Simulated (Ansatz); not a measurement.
**Si under changes of volume**

One of the cells (13.979 Å³/atom); the others are scaled copies at fixed shape and fractional positions:

```
Si
1.0
    -1.62691    1.62691    1.32033
     1.62691   -1.62691    1.32033
     1.62691    1.62691   -1.32033
Si
1
Direct
  0.00000 0.00000 0.00000
```

This isn't the form of Si at room conditions, which is diamond.

| Item | Value |
| --- | --- |
| Program | Ansatz 0.2.0 |
| Functional | PBEsol |
| Potentials or basis | all-electron LAPW, scalar-relativistic |
| Cutoff | 153 eV (chosen from the basis error) |
| Basis error allowed | 0.001 eV/atom |
| k mesh | 13 × 13 × 13 |
| Occupations | fermi-dirac, width 0.05 eV |
| Spin | no spin polarisation |

```tsv
volume (Å³/atom)	energy over the lowest point (meV/atom)	pressure (GPa)
13.140	23.01	8.2
13.420	11.10	5.5
13.699	3.56	3.2
13.979	0.00	1.0
14.258	0.10	-1.0
14.538	3.40	-2.7
14.818	?	?
```

Question: What does the run at 14.818 Å³/atom give?

Answer: Energy over the lowest point 9.33 meV/atom; pressure -4.1 GPa.

Worked out: A Birch-Murnaghan fit of order 3 (a polynomial in V^(-2/3)) to the other rows has its minimum at 14.11 Å³/atom with B0 = V·E''(V) = 99 GPa and B' = 3.9 at fixed shape and positions, which overstates the stiffness. It gives 9.72 meV/atom at 14.818 Å³/atom, against the run's 9.33, and -dE/dV = -4.4 GPa, against -4.1.

Energies are extrapolated to zero smearing.
